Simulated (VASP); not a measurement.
# Input and output of a VASP PBE single-point calculation on LiH (distorted rocksalt)

INCAR

```
LCHARG = .FALSE.
LWAVE = .FALSE.
NBANDS = 9
GGA = PE
LREAL = .FALSE.
ISIF = 2
IBRION = -1
ENCUT = 520
LASPH = .TRUE.
ISMEAR = -1
NSW = 0
SIGMA = 0.02
NELM = 120
PREC = Accurate
EDIFF = 1E-7
```

KPOINTS

```
KPOINTS created by Atomic Simulation Environment
0
Gamma
10 10 10
0 0 0
```

POSCAR

```
Li H
 1.0000000000000000
     0.0003000000000000    1.9814000000000001    1.9413000000000000
     1.9904999999999999   -0.0103000000000000    1.9519000000000000
     1.9797000000000000    1.9812000000000001    0.0005000000000000
 Li  H
   1   1
Cartesian
  0.0363004200000000  1.9380382399999998  1.9269129199999999
  1.9737682500000000  1.9680274200000001  1.9501473100000000
```

VASP ran with the recommended PBE PAW datasets (4 valence electrons in the cell).

Command

```
mpirun -np 1 vasp_std
```

From OUTCAR

```
k-points           NKPTS =    504   k-points in BZ     NKDIM =    504   number of bands    NBANDS=      9

   NELECT =       4.0000    total number of electrons

   dimension x,y,z NGX =    24 NGY =   24 NGZ =   24
   dimension x,y,z NGXF=    48 NGYF=   48 NGZF=   48

  energy-cutoff  :      520.00
  volume of cell :       15.35
      direct lattice vectors                 reciprocal lattice vectors
     0.000300000  1.981400000  1.941300000    -0.251951915  0.251695980  0.258262593
     1.990500000 -0.010300000  1.951900000     0.250518783 -0.250393599  0.255527080
     1.979700000  1.981200000  0.000500000     0.253279764  0.251721448 -0.256960212

 k-points in reciprocal lattice and weights: KPOINTS created by Atomic Simulation Env
   0.00000000  0.00000000  0.00000000       0.001
   0.10000000  0.00000000  0.00000000       0.002
   0.20000000  0.00000000  0.00000000       0.002
   0.30000000  0.00000000  0.00000000       0.002
   0.40000000  0.00000000  0.00000000       0.002
   0.50000000  0.00000000  0.00000000       0.001
   0.00000000  0.10000000 -0.00000000       0.002
   0.10000000  0.10000000 -0.00000000       0.002
   ...

 E-fermi :   0.9394

 k-point     1 :       0.0000    0.0000    0.0000
  band No.  band energies     occupation
      1     -43.9277      2.00000
      2      -5.2940      2.00000
      3      16.9247      0.00000
      4      18.5244      0.00000
      5      18.8418      0.00000
      6      18.8927      0.00000
      7      23.3073      0.00000
      8      23.5758      0.00000
      9      23.6517      0.00000

 k-point     2 :       0.1000    0.0000    0.0000
  band No.  band energies     occupation
      1     -43.9223      2.00000
      2      -5.1134      2.00000
      3      15.4075      0.00000
      4      17.7859      0.00000
      5      18.1855      0.00000
      6      18.3862      0.00000
      7      22.9323      0.00000
      8      24.2377      0.00000
      9      24.4747      0.00000

 k-point     3 :       0.2000    0.0000    0.0000
  band No.  band energies     occupation
      1     -43.9083      2.00000
      2      -4.5848      2.00000
      3      12.0340      0.00000
      4      16.4461      0.00000
      5      17.5891      0.00000
      6      17.6449      0.00000
      7      23.7609      0.00000
      8      23.8668      0.00000
      9      24.5212      0.00000

 k-point     4 :       0.3000    0.0000    0.0000
  band No.  band energies     occupation
      1     -43.8910      2.00000
      2      -3.7698      2.00000
      3       8.7739      0.00000
      4      15.3439      0.00000
      5      17.1684      0.00000
      6      17.2707      0.00000
      7      21.7585      0.00000
      8      22.2915      0.00000
      9      25.4456      0.00000

 k-point     5 :       0.4000    0.0000    0.0000
  band No.  band energies     occupation
      1     -43.8769      2.00000
      2      -2.8722      2.00000
      3       6.3345      0.00000
      4      14.6252      0.00000
      5      17.0367      0.00000
      6      17.2931      0.00000
      7      20.2639      0.00000
      8      20.6635      0.00000
      9      27.3624      0.00000

 k-point     6 :       0.5000    0.0000    0.0000
  band No.  band energies     occupation
      1     -43.8715      2.00000
      2      -2.4213      2.00000
      3       5.3617      0.00000
      4      14.3773      0.00000
      5      17.0633      0.00000
      6      17.4072      0.00000
      7      19.6888      0.00000
      8      20.0053      0.00000
      9      28.4940      0.00000

 k-point     7 :       0.0000    0.1000   -0.0000
  band No.  band energies     occupation
      1     -43.9225      2.00000
      2      -5.1175      2.00000
      3      15.2495      0.00000
      4      17.6610      0.00000
      5      18.4037      0.00000
      6      18.4949      0.00000
      7      22.9664      0.00000
      8      24.4463      0.00000
      9      24.4737      0.00000

 k-point     8 :       0.1000    0.1000   -0.0000
  band No.  band energies     occupation
      1     -43.9203      2.00000
      2      -5.0484      2.00000
      3      15.5623      0.00000
      4      16.9955      0.00000
      5      17.0543      0.00000
      6      19.6488      0.00000
      7      20.6833      0.00000
      8      25.7947      0.00000
      9      25.9944      0.00000

 k-point     9 :       0.2000    0.1000    0.0000
  band No.  band energies     occupation
      1     -43.9090      2.00000
      2      -4.6204      2.00000
      3      13.1264      0.00000
      4      15.7151      0.00000
      5      15.9516      0.00000
      6      19.4103      0.00000
      7      20.7415      0.00000
      8      24.6030      0.00000
      9      26.9140      0.00000

 k-point    10 :       0.3000    0.1000   -0.0000
  band No.  band energies     occupation
      1     -43.8927      2.00000
      2      -3.8726      2.00000
      3       9.7943      0.00000
      4      14.4959      0.00000
      5      15.2992      0.00000
      6      18.5834      0.00000
      7      22.3246      0.00000
      8      23.4300      0.00000
      9      24.8943      0.00000

 k-point    11 :       0.4000    0.1000    0.0000
  band No.  band energies     occupation
      1     -43.8777      2.00000
      2      -2.9454      2.00000
      3       7.0347      0.00000
      4      13.5317      0.00000
      5      15.1650      0.00000
      6      17.6227      0.00000
      7      22.2580      0.00000
      8      23.0530      0.00000
      9      25.4010      0.00000

 k-point    12 :       0.5000    0.1000    0.0000
  band No.  band energies     occupation
      1     -43.8697      2.00000
      2      -2.2597      2.00000
      3       5.5024      0.00000
      4      12.9462      0.00000
      5      15.5533      0.00000
      6      16.8170      0.00000
      7      21.7397      0.00000
      8      22.5094      0.00000
      9      27.9129      0.00000

 k-point    13 :      -0.4000    0.1000   -0.0000
  band No.  band energies     occupation
      1     -43.8719      2.00000
      2      -2.4430      2.00000
      3       5.8783      0.00000
      4      12.7707      0.00000
      5      16.3999      0.00000
      6      16.4341      0.00000
      7      21.0269      0.00000
      8      23.4005      0.00000
      9      27.9864      0.00000

 k-point    14 :      -0.3000    0.1000   -0.0000
  band No.  band energies     occupation
      1     -43.8833      2.00000
      2      -3.2963      2.00000
      3       7.9576      0.00000
      4      12.9861      0.00000
      5      16.4958      0.00000
      6      17.6742      0.00000
      7      21.0029      0.00000
      8      24.7421      0.00000
      9      26.0213      0.00000

 k-point    15 :      -0.2000    0.1000   -0.0000
  band No.  band energies     occupation
      1     -43.8996      2.00000
      2      -4.1859      2.00000
      3      11.0283      0.00000
      4      13.5684      0.00000
      5      17.0771      0.00000
      6      18.8630      0.00000
      7      21.9480      0.00000
      8      23.9587      0.00000
      9      26.2971      0.00000

 k-point    16 :      -0.1000    0.1000   -0.0000
  band No.  band energies     occupation
      1     -43.9146      2.00000
      2      -4.8225      2.00000
      3      14.0722      0.00000
      4      14.9856      0.00000
      5      17.8639      0.00000
      6      19.2711      0.00000
      7      22.8320      0.00000
      8      24.0666      0.00000
      9      24.3439      0.00000

 k-point    17 :       0.0000    0.2000   -0.0000
  band No.  band energies     occupation
      1     -43.9090      2.00000
      2      -4.6012      2.00000
      3      11.8431      0.00000
      4      16.4714      0.00000
      5      17.6987      0.00000
      6      17.8712      0.00000
      7      23.8516      0.00000
      8      23.9216      0.00000
      9      24.6310      0.00000

 k-point    18 :       0.1000    0.2000   -0.0000
  band No.  band energies     occupation
      1     -43.9094      2.00000
      2      -4.6321      2.00000
      3      12.9623      0.00000
      4      15.7416      0.00000
      5      15.9791      0.00000
      6      19.5197      0.00000
      7      20.9518      0.00000
      8      24.7667      0.00000
      9      26.9730      0.00000

 k-point    19 :       0.2000    0.2000   -0.0000
  band No.  band energies     occupation
      1     -43.9014      2.00000
      2      -4.2916      2.00000
      3      12.9807      0.00000
      4      14.5484      0.00000
      5      14.6217      0.00000
      6      17.9327      0.00000
      7      19.2216      0.00000
      8      26.3374      0.00000
      9      29.4954      0.00000

 ...

  Total        0.1175205      0.1016503      0.2564275      0.0273194      0.0247915     -0.0268890
  in kB       12.2674851     10.6108544     26.7674160      2.8517639      2.5878807     -2.8068322
  external PRESSURE =      16.5485852 kB  Pullay stress =       0.0000000 kB

 POSITION                                       TOTAL-FORCE (eV/Angst)
 -----------------------------------------------------------------------------------
      0.03630      1.93804      1.92691        -0.055063      0.039809      0.028073
      1.97377      1.96803      1.95015         0.055063     -0.039809     -0.028073
 -----------------------------------------------------------------------------------
    total drift:                                0.000002      0.000074     -0.000078

  FREE ENERGIE OF THE ION-ELECTRON SYSTEM (eV)
  ---------------------------------------------------
  free  energy   TOTEN  =        -6.1194308781 eV

  energy  without entropy=       -6.1194308781  energy(sigma->0) =       -6.11943088
```

| Quantity | Value |
| --- | --- |
| gap between bands v and c on the k mesh | 2.76 eV |
| least direct gap on the k mesh | 2.92 eV |
| pressure | 1.7 GPa |
| largest force | 0.07 eV/Å |

Band v is the last that the valence electrons fill when counted band by band, and c is the next.

The run took about 20 s on one core of a shared host (Intel Xeon 6975P-C) and held 0.18 GiB at most.
